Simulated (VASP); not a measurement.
# Zn (P6_3/mmc) in VASP: settings compared

The runs below take Zn through band structure, equation of state, with PBE+TS, BLYP.

Everything below comes from runs of VASP 6.6.1. Logs are shortened: lines on timing, memory, paths and dates and some standing lists are left out, and cuts for length are marked.

## 1. The crystal as given

The structure is hexagonal, space group P6_3/mmc (No. 194). The conventional cell has a = 2.670 Å, b = 2.670 Å, c = 4.966 Å, α = 90.00°, β = 90.00°, γ = 120.00°. Zn (site symmetry -6m2) is surrounded by 12 Zn at 2.67 to 2.92 Å.

## 2. Band structure, PBE+TS

Contents of INCAR:

```
SYSTEM = Zn
ALGO     = Fast           ! electronic algorithm
EDIFF    = 1E-6           ! SCF threshold, eV
ENCUT    = 500            ! plane-wave cutoff, eV
GGA      = PE             ! functional
ISIF     = 2              ! what is computed and relaxed
ISMEAR   = 0              ! smearing method
IVDW     = 2              ! dispersion correction
LASPH    = .TRUE.         ! aspherical terms in the spheres
LCHARG   = .FALSE.        ! write CHGCAR
LREAL    = .FALSE.        ! projectors in reciprocal space
LWAVE    = .FALSE.        ! write WAVECAR
NBANDS   = 19             ! bands
NELM     = 100            ! most SCF steps
PREC     = Accurate       ! precision mode
SIGMA    = 0.05           ! smearing width, eV
```

Contents of KPOINTS:

```
k-points
0
G
  11 11 6
  0 0 0
```

Contents of POSCAR:

```
Zn
1.0
    2.6700000000      0.0000000000      0.0000000000
   -1.3350000000      2.3122878281      0.0000000000
    0.0000000000      0.0000000000      4.9660000000
Zn
2
Direct
    0.6666666667      0.3333333333      0.7500000000
    0.3333333333      0.6666666667      0.2500000000
```

Contents of KPOINTS_OPT:

```
path GMKGALHA,LM,KH
20
line-mode
reciprocal
 0.0000000000  0.0000000000  0.0000000000  G
 0.5000000000  0.0000000000  0.0000000000  M

 0.5000000000  0.0000000000  0.0000000000  M
 0.3333333333  0.3333333333  0.0000000000  K

 0.3333333333  0.3333333333  0.0000000000  K
 0.0000000000  0.0000000000  0.0000000000  G

 0.0000000000  0.0000000000  0.0000000000  G
 0.0000000000  0.0000000000  0.5000000000  A

 0.0000000000  0.0000000000  0.5000000000  A
 0.5000000000  0.0000000000  0.5000000000  L

 0.5000000000  0.0000000000  0.5000000000  L
 0.3333333333  0.3333333333  0.5000000000  H

 0.3333333333  0.3333333333  0.5000000000  H
 0.0000000000  0.0000000000  0.5000000000  A

 0.5000000000  0.0000000000  0.5000000000  L
 0.5000000000  0.0000000000  0.0000000000  M

 0.3333333333  0.3333333333  0.0000000000  K
 0.3333333333  0.3333333333  0.5000000000  H
```

Potentials or basis: VASP PAW PBE potentials, release 54 (Zn).

Command:

```bash
$ cat potpaw_PBE.54/Zn/POTCAR > POTCAR
$ mpirun -np 1 vasp_std > vasp.out
```

OUTCAR:

```text
SYSTEM = Zn
   EDIFF = 1E-6
   ENCUT = 500
   GGA = PE
   ISIF = 2
   ISMEAR = 0
   IVDW = 2
   LASPH = .TRUE.
   LREAL = .FALSE.
   NELM = 100
   PREC = Accurate
  IVDW =   2

 ion  position               nearest neighbor table
   1  0.667  0.333  0.750-   2 2.92   2 2.92   2 2.92   2 2.92   2 2.92   2 2.92
   2  0.333  0.667  0.250-   1 2.92   1 2.92   1 2.92   1 2.92   1 2.92   1 2.92

  LATTYP: Found a hexagonal cell.
 ALAT       =     2.6700000000
 C/A-ratio  =     1.8599250936

  Lattice vectors:

 A1 = (   2.6700000000,   0.0000000000,   0.0000000000)
 A2 = (  -1.3350000000,   2.3122878281,   0.0000000000)
 A3 = (   0.0000000000,   0.0000000000,   4.9660000000)

Analysis of symmetry for initial positions (statically):
=====================================================================
 Subroutine PRICEL returns:
 Original cell was already a primitive cell.

 Routine SETGRP: Setting up the symmetry group for a
 hexagonal supercell.

 Subroutine GETGRP returns: Found 24 space group operations
 (whereof 12 operations were pure point group operations)
 out of a pool of 24 trial point group operations.

The static configuration has the point symmetry D_3d.
 The point group associated with its full space group is D_6h.

Analysis of symmetry for dynamics (positions and initial velocities):
=====================================================================
 Subroutine PRICEL returns:
 Original cell was already a primitive cell.

 Routine SETGRP: Setting up the symmetry group for a
 hexagonal supercell.

 Subroutine GETGRP returns: Found 24 space group operations
 (whereof 12 operations were pure point group operations)
 out of a pool of 24 trial point group operations.

The dynamic configuration has the point symmetry D_3d.
 The point group associated with its full space group is D_6h.

 Subroutine INISYM returns: Found 24 space group operations
 (whereof 12 operations are pure point group operations),
 and found     1 'primitive' translations

----------------------------------------------------------------------------------------

                                     Primitive cell

  volume of cell :      30.6591

  direct lattice vectors                    reciprocal lattice vectors
     2.670000000  0.000000000  0.000000000     0.374531835  0.216236056  0.000000000
    -1.335000000  2.312287828  0.000000000     0.000000000  0.432472112  0.000000000
     0.000000000  0.000000000  4.966000000     0.000000000  0.000000000  0.201369311

  length of vectors
     2.670000000  2.670000000  4.966000000     0.432472112  0.432472112  0.201369311

[... 113 lines left out ...]
   ISYM   =      2    0-nonsym 1-usesym 2-fastsym
   POTIM  = 0.5000    time-step for ionic-motion
   TEBEG  =    0.0;   TEEND  =   0.0 temperature during run
   PSTRESS=    0.0 pullay stress
   NELECT =      24.0000    total number of electrons
   NUPDOWN=      -1.0000    fix difference up-down
   EMIN   =  10.00;   EMAX   =-10.00  energy-range for DOS
   EFERMI =   0.00;   METHOD = LEGACY
   ISMEAR =     0;   SIGMA  =   0.05  broadening in eV -4-tet -1-fermi 0-gaus
   EFERMI_NEDOS =   21; number of points for ismear=-14 and -15
   IALGO  =     68    algorithm
   IMIX   =      4    mixing-type and parameters
     AMIX     =   0.40;   BMIX     =  1.00
     AMIX_MAG =   1.60;   BMIX_MAG =  1.00
  volume/ion in A,a.u.               =      15.33       103.45
  Fermi-wavevector in a.u.,A,eV,Ry     =   1.508778  2.851177 30.972445  2.276410
  Thomas-Fermi vector in A             =   2.619187
   LORBIT       =      0    0 simple, 1 ext, 2 COOP (PROOUT), +10 PAW based schemes
   GGA     = PE    functional components
   LHFCALC =     F    Hartree Fock is set to
   AEXX    =    0.0000 exact exchange contribution
   IVDW    =     2    specifies the selected vdW correction
   LEPSILON=     F    determine dielectric tensor
   LRPA    =     F    only Hartree local field effects (RPA)
 non-spin polarized calculation
 RMM-DIIS sequential band-by-band and
 Gauss-broadening in eV      SIGMA  =   0.05
  energy-cutoff  :      500.00
  volume of cell :       30.66
 maximum number of plane-waves:       793
 NGX is ok and might be reduce to    20
   NGX =  9   NGY =  9   NGZ = 19

 number of electron      23.9999970 magnetization

 Free energy of the ion-electron system (eV)
  ---------------------------------------------------
  ext. energy  EPLUGINS =         0.00000000
  ---------------------------------------------------
  free energy    TOTEN  =        -2.20042833 eV

  energy without entropy =       -2.19941377  energy(sigma->0) =       -2.19992105

 E-fermi :   2.9236     XC(G=0): -11.5097

 val. band max:        2.9028053204   @ k =   0.3636   0.2727   0.3333
 cond. band min:       2.9271266571   @ k =   0.3636   0.2727   0.3333
 fundamental gap:      0.0243213367
 Fermi energy:         2.9235561847

 k-point     1 :       0.0000    0.0000    0.0000
  band No.  band energies     occupation
      1      -7.2821      2.00000
      2      -5.5185      2.00000
      3      -4.8376      2.00000
      4      -4.6034      2.00000
      5      -4.6034      2.00000
      6      -4.5548      2.00000
[... 857 lines left out ...]
      6      -4.5896      2.00000
[... 11 lines left out ...]
     18      16.1288      0.00000
     19      21.8270      0.00000

 [... further k-points ...]

------------------------ aborting loop because EDIFF is reached ----------------------------------------

  Hirshfeld charges:
            ion         q(e)
   ------------------------------
      1     Zn       0.00000000
      2     Zn      -0.00000000

  Tkatchenko/Scheffler method for vdW energy calculation

  Number of pair interactions contributing to vdW energy:   51196

  Edisp (eV):   -0.79653

  FORCE on cell =-STRESS in cart. coord.  units (eV):
  Direction    XX          YY          ZZ          XY          YZ          ZX
  --------------------------------------------------------------------------------------
  -------------------------------------------------------------------------------------
  Total      -0.99687    -0.99687    -1.11399     0.00000    -0.00000     0.00000
  in kB     -52.09406   -52.09406   -58.21468     0.00000    -0.00000     0.00000
  external pressure =      -54.13 kB  Pullay stress =        0.00 kB

 VOLUME and BASIS-vectors are now :
 -----------------------------------------------------------------------------
  energy-cutoff  :      500.00
  volume of cell :       30.66
      direct lattice vectors                 reciprocal lattice vectors
     2.670000000  0.000000000  0.000000000     0.374531835  0.216236056  0.000000000
    -1.335000000  2.312287828  0.000000000     0.000000000  0.432472112  0.000000000
     0.000000000  0.000000000  4.966000000     0.000000000  0.000000000  0.201369311

 POSITION                                       TOTAL-FORCE (eV/Angst)
 -----------------------------------------------------------------------------------
      1.33500      0.77076      3.72450         0.000000      0.000000      0.000000
     -0.00000      1.54153      1.24150        -0.000000      0.000000      0.000000
 -----------------------------------------------------------------------------------
    total drift:                               -0.000000      0.000000      0.000000

  FREE ENERGIE OF THE ION-ELECTRON SYSTEM (eV)
  ---------------------------------------------------
  free  energy   TOTEN  =        -2.9969576087 eV

  energy  without entropy=       -2.9959430479  energy(sigma->0) =       -2.99645033
```

stdout:

```text
POSCAR found type information on POSCAR Zn
 POSCAR found :  1 types and       2 ions
 scaLAPACK will be used
 LDA part: xc-table for (Slater+PW92), standard interpolation
 POSCAR, INCAR and KPOINTS ok, starting setup
 FFT: planning ... GRIDC
 FFT: planning ... GRID_SOFT
 FFT: planning ... GRID
 WAVECAR not read
 entering main loop
 augmentation electrons   23.9863644555398
 total        electrons   23.9863644555398
 augmentation electrons   34.2106158352219
 total        electrons   34.2106158352219
 augmentation electrons   15.9459166323033
 soft         electrons   8.04044484028955
 total        electrons   23.9863614725928
 translations:           3           3           1
 Start KPOINTS_OPT (optional k-point list driver)
k-point batch [1-64\180]
k-point batch [65-128\180]
k-point batch [129-180\180]
```

Run time: 60 s. Hardware: 1 thread of Intel Xeon Platinum 8488C (Sapphire Rapids), shared host; peak memory 0.17 GiB.

Results:

```
Free energy                : -2.9970 eV
Pressure                   : -5.4 GPa
Band gap along the path    : none (metal or under the smearing width)
Dispersion energy per atom : -0.398 eV
```

Stress tensor (GPa, compression positive):
```
-5.21  0.00  0.00
 0.00 -5.21  0.00
 0.00  0.00 -5.82
```

Levels at the corners of the path, in eV from the Fermi level:
| point | band 9 | band 10 | band 11 | band 12 | band 13 | band 14 | band 15 | band 16 |
| --- | --- | --- | --- | --- | --- | --- | --- | --- |
| Γ | -7.16 | -6.95 | -6.95 | -3.47 | -2.93 | 13.62 | 17.25 | 17.49 |
| M | -6.77 | -6.75 | -2.67 | -2.02 | 2.73 | 3.66 | 4.16 | 5.81 |
| M | -6.77 | -6.75 | -2.67 | -2.02 | 2.73 | 3.66 | 4.16 | 5.81 |
| K | -7.05 | -7.05 | 0.15 | 0.15 | 0.29 | 5.08 | 6.17 | 6.17 |
| K | -7.05 | -7.05 | 0.15 | 0.15 | 0.29 | 5.08 | 6.17 | 6.17 |
| Γ | -7.16 | -6.95 | -6.95 | -3.47 | -2.93 | 13.62 | 17.25 | 17.49 |
| Γ | -7.16 | -6.95 | -6.95 | -3.47 | -2.93 | 13.62 | 17.25 | 17.49 |
| A | -7.04 | -7.04 | -7.04 | -7.04 | 4.66 | 4.66 | 18.77 | 18.77 |
| A | -7.04 | -7.04 | -7.04 | -7.04 | 4.66 | 4.66 | 18.77 | 18.77 |
| L | -6.76 | -6.76 | -1.70 | -1.70 | 0.24 | 0.24 | 10.19 | 10.19 |
| L | -6.76 | -6.76 | -1.70 | -1.70 | 0.24 | 0.24 | 10.19 | 10.19 |
| H | -6.96 | -6.96 | 1.09 | 1.09 | 1.94 | 1.94 | 2.26 | 2.26 |
| H | -6.96 | -6.96 | 1.09 | 1.09 | 1.94 | 1.94 | 2.26 | 2.26 |
| A | -7.04 | -7.04 | -7.04 | -7.04 | 4.66 | 4.66 | 18.77 | 18.77 |
| L | -6.76 | -6.76 | -1.70 | -1.70 | 0.24 | 0.24 | 10.19 | 10.19 |
| M | -6.77 | -6.75 | -2.67 | -2.02 | 2.73 | 3.66 | 4.16 | 5.81 |
| K | -7.05 | -7.05 | 0.15 | 0.15 | 0.29 | 5.08 | 6.17 | 6.17 |
| H | -6.96 | -6.96 | 1.09 | 1.09 | 1.94 | 1.94 | 2.26 | 2.26 |

Caveat: atom-pairwise D2, TS and ULG terms overbind metals; pairwise dispersion overbinds metals, which lowers pressure and volume.

## 3. Equation of state, BLYP (atoms moved at random, drawn with an rms of 0.05 Å)

Contents of run.py:

```python
from ase.calculators.vasp import Vasp
from ase.eos import EquationOfState
from ase.io import Trajectory
from ase.io import read
from ase.units import GPa

atoms = read('POSCAR')
calc = Vasp(
    directory='calc',
    xc='blyp',
    pp='PBE',
    setups='materialsproject',
    prec='Accurate',
    encut=520,
    ediff=1e-07,
    ismear=0,
    sigma=0.01,
    lreal=False,
    lasph=True,
    nelm=60,
    algo='Fast',
    isif=2,
    lwave=False,
    lcharg=False,
    kpts=[11, 11, 6],
    gamma=True,
)
atoms.calc = calc
cell = atoms.cell.copy()
volumes, energies = [], []
traj = Trajectory('eos.traj', 'w')
for x in [0.94, 0.96, 0.98, 1.0, 1.02, 1.04, 1.06]:
    atoms.set_cell(cell * x ** (1 / 3), scale_atoms=True)
    volumes.append(atoms.get_volume())
    energies.append(atoms.get_potential_energy())
    traj.write(atoms)
    print(f'{x:5.2f} {volumes[-1]:12.5f} {energies[-1]:14.6f}')

v0, e0, B = EquationOfState(volumes, energies, eos='birchmurnaghan').fit()
print(f'V0 = {v0:.4f} A^3, E0 = {e0:.6f} eV, B = {B / GPa:.2f} GPa')
```

Contents of POSCAR:

```
Zn
1.0
    2.6700000000      0.0000000000      0.0000000000
   -1.3350000000      2.3122878281      0.0000000000
    0.0000000000      0.0000000000      4.9660000000
Zn
2
Direct
    0.6654170000      0.3197430000      0.7489310000
    0.3225700000      0.6801310000      0.2510750000
```

Potentials or basis: VASP PAW PBE potentials, release 64 (Zn).

Command:

```bash
$ python run.py
```

Wall time 15 min (1 thread of Intel Xeon Platinum 8488C (Sapphire Rapids), shared host); peak memory 0.27 GiB.

It converged, with:

| Item | Value |
| --- | --- |
| Equilibrium volume | 16.71 Å³/atom (rough: see the caveat) |
| Bulk modulus at fixed shape and positions | 50 GPa (rough) |

Energy against volume, from the lowest point:
```csv
volume (Å³/atom),energy (meV/atom)
14.410,66.82
14.716,47.32
15.023,31.70
15.330,19.54
15.636,10.43
15.943,4.03
16.249,0.00
```

Caveat: the minimum lies outside the volumes run; the cell was scaled at fixed shape and fractional positions, which overstates the stiffness of a crystal with free parameters, most of all of layers and chains; the PAW data sets were made with another functional, which shifts forces and pressure a little.

## 4. The reference run

An earlier run on the cell as given: functional PBEsol; potentials or basis VASP PAW PBE potentials, release 64 (Zn); cutoff 520 eV; k mesh 11 × 11 × 6; occupations fermi-dirac, width 0.05 eV; no spin polarisation.

- Pressure: -5.3 GPa
- Band gap on the k mesh: none (metal or under the smearing width)

## 5. The runs side by side

| task | level | potentials or basis | cell | cutoff (eV) | smearing | ladder | pressure (GPa) |
| --- | --- | --- | --- | --- | --- | --- | --- |
| band structure | PBE+TS | VASP PAW PBE potentials, release 54 (Zn) | as given | 500 | gaussian 0.05 eV | - | -5.4 |
| equation of state | BLYP | VASP PAW PBE potentials, release 64 (Zn) | atoms moved at random, drawn with an rms of 0.05 Å | 520 | gaussian 0.01 eV | - | - |
| single point | PBEsol | VASP PAW PBE potentials, release 64 (Zn) | as given | 520 | fermi-dirac 0.05 eV | free | -5.3 |

Alike in all rows: no spin polarisation; k mesh 11 × 11 × 6.

Caveats: the PAW data sets were made with another functional, which shifts forces and pressure a little (some runs); atom-pairwise D2, TS and ULG terms overbind metals (some runs); pairwise dispersion overbinds metals, which lowers pressure and volume (some runs); the minimum lies outside the volumes run (some runs); the cell was scaled at fixed shape and fractional positions, which overstates the stiffness of a crystal with free parameters, most of all of layers and chains (some runs).

Total energies depend on the potentials used, so only differences within one code and one set of settings carry meaning.
